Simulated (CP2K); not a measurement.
Crystal: Ga.

```
Ga
1.0
     2.77842    0.00000    0.00000
     0.00000    3.28161    0.00000
    -1.34343    0.00000    3.99027
Ga
2
Direct
  0.13460 0.75000 0.77017
  0.86540 0.25000 0.22983
```

This isn't the form of Ga at room conditions, which is orthorhombic.

- Program: CP2K 2026.2
- Task: relaxation of cell and atoms
- Functional: PBEsol
- Potentials or basis: POTENTIAL_UZH Ga GTH-PBE-q13; TZVP-MOLOPT-PBE-GTH basis
- Density cutoff: 6123 eV
- k mesh: 8 × 6 × 5
- Occupations: fermi-dirac, width 0.05 eV
- Spin: no spin polarisation

At the start: pressure 0.2 GPa; volume 18.19 Å³/atom.

Q: How do energy, volume and symmetry change on relaxing?

A: Over 38 steps the energy falls by 21.9 meV/atom and the volume is 18.34 Å³/atom (+0.8 %); space group P2_1/m (No. 11, to 0.05 Å).

Step by step:
| step | energy change (eV) | largest force (eV/Å) | volume (Å³) |
| --- | --- | --- | --- |
| 1 | 0.0000 | 0.2760 | 36.38 |
| 2 | -0.0023 | 0.2520 | 36.38 |
| 3 | -0.0047 | 0.3600 | 36.28 |
| 4 | -0.0139 | 0.3155 | 36.32 |
| 5 | 0.0085 | 0.3265 | 36.40 |
| 6 | -0.0173 | 0.0769 | 36.35 |
| 7 | -0.0181 | 0.2694 | 36.32 |
| 8 | -0.0201 | 0.1892 | 36.33 |
| 9 | -0.0243 | 0.0675 | 36.34 |
| 10 | -0.0278 | 0.0990 | 36.34 |
| 11 | -0.0302 | 0.1441 | 36.33 |
| 12 | -0.0306 | 0.1291 | 36.34 |
| 13 | -0.0312 | 0.1414 | 36.38 |
| 14 | -0.0318 | 0.1627 | 36.42 |
| 15 | -0.0346 | 0.2570 | 36.71 |
| 16 | -0.0362 | 0.2926 | 36.92 |
| 17 | -0.0371 | 0.3140 | 37.05 |
| 18 | -0.0373 | 0.3337 | 37.10 |
| 19 | -0.0376 | 0.3616 | 37.14 |
| 20 | -0.0383 | 0.4326 | 37.20 |
| 21 | -0.0390 | 0.5227 | 37.20 |
| 22 | -0.0402 | 0.5218 | 37.06 |
| 23 | -0.0420 | 0.4614 | 36.63 |
| 24 | -0.0422 | 0.4463 | 36.60 |
| 25 | -0.0422 | 0.4280 | 36.57 |
| 26 | -0.0423 | 0.4204 | 36.56 |
| 27 | -0.0426 | 0.3933 | 36.50 |
| 28 | -0.0430 | 0.3810 | 36.47 |
| 29 | -0.0432 | 0.3897 | 36.47 |
| 30 | -0.0434 | 0.4109 | 36.49 |
| 31 | -0.0434 | 0.4144 | 36.51 |
| 32 | -0.0434 | 0.4215 | 36.53 |
| 33 | -0.0435 | 0.4330 | 36.56 |
| 34 | -0.0437 | 0.4516 | 36.64 |
| 35 | -0.0438 | 0.4544 | 36.68 |
| 36 | -0.0438 | 0.4487 | 36.68 |
| 37 | -0.0438 | 0.4473 | 36.67 |
| 38 | -0.0438 | 0.4473 | 36.67 |

Final structure:
```
Ga
1.0
     2.72391    0.00000    0.00000
     0.00000    3.49727    0.00000
    -1.40822    0.00000    3.84973
Ga
2
Direct
  0.13148 0.75000 0.76580
  0.86852 0.25000 0.23420
```

Caveat: the potentials were made for another functional, which shifts forces and pressure; the basis of atomic orbitals isn't converged, which shifts pressures, moduli and gaps.
